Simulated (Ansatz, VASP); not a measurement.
This is a calculation of Cs for VASP 6.6.1.

INCAR

```
  PREC = Accurate
  ENCUT = 520
  EDIFF = 1E-6
  ISMEAR = -1
  SIGMA = 0.05
  LREAL = False
  LASPH = True
  NELM = 60
  ALGO = Normal
  ISIF = 2
  LWAVE = False
  LCHARG = False
  GGA = PS
  NBANDS = 10
```

File KPOINTS:

```
regular mesh
0
Gamma
  6 6 6
```

The input POSCAR:

```
Cs
1.0
   -3.0646009157      3.0646009157      3.0646009157
    3.0646009157     -3.0646009157      3.0646009157
    3.0646009157      3.0646009157     -3.0646009157
Cs
1
Direct
    0.0000000000      0.0000000000      0.0000000000
```

Potentials or basis: VASP PAW PBE potentials, release 64 (Cs_sv).

Run with:

```console
$ cat potpaw_PBE.64/Cs_sv/POTCAR > POTCAR
$ mpirun -np 1 vasp_std > vasp.out
```

Q: Translate it to Ansatz 0.2.0. Potentials there: all-electron LAPW, scalar-relativistic.

A: As run (the cutoff follows the program's own potentials):

input.yaml

```yaml
crystal:
  lattice:
    - [-3.0646009157, 3.0646009157, 3.0646009157]
    - [3.0646009157, -3.0646009157, 3.0646009157]
    - [3.0646009157, 3.0646009157, -3.0646009157]
  atoms:
    - { symbol: Cs, position: [0.0, 0.0, 0.0] }
kpoints:
  mp_grid: { grid: [6, 6, 6] }
scf:
  occupations: { method: fermi_dirac, width: 0.05 }
hamiltonian:
  xc: pbesol
  pseudopotentials: { kind: all_electron, lapw: { basis_error: 0.0005 } }
output:
  forces: true
  stress: true
  eigenvalues: true
```

Potentials or basis: all-electron LAPW, scalar-relativistic.

Run with:

```sh
$ ansatz run input.yaml --threads 1 --pin off --max-ram 3072MiB --backend cpu --events-out ev --progress --plain --runs-dir out
```

Both were run:

|  | VASP | Ansatz | Ansatz less VASP |
| --- | --- | --- | --- |
| gap on the k mesh at the Fermi level (eV) | none | none | - |
| pressure (GPa) | -0.1 | -0.1 | +0.01 |

A gap of «none» marks a metal or a gap that the smearing closes. Ansatz ran all-electron here, so the differences hold the error of VASP's frozen core and of both bases.

Caveats: the PAW data sets were made with another functional, which shifts forces and pressure a little (VASP). The runs have no spin-orbit coupling, so splittings on Cs are missing.
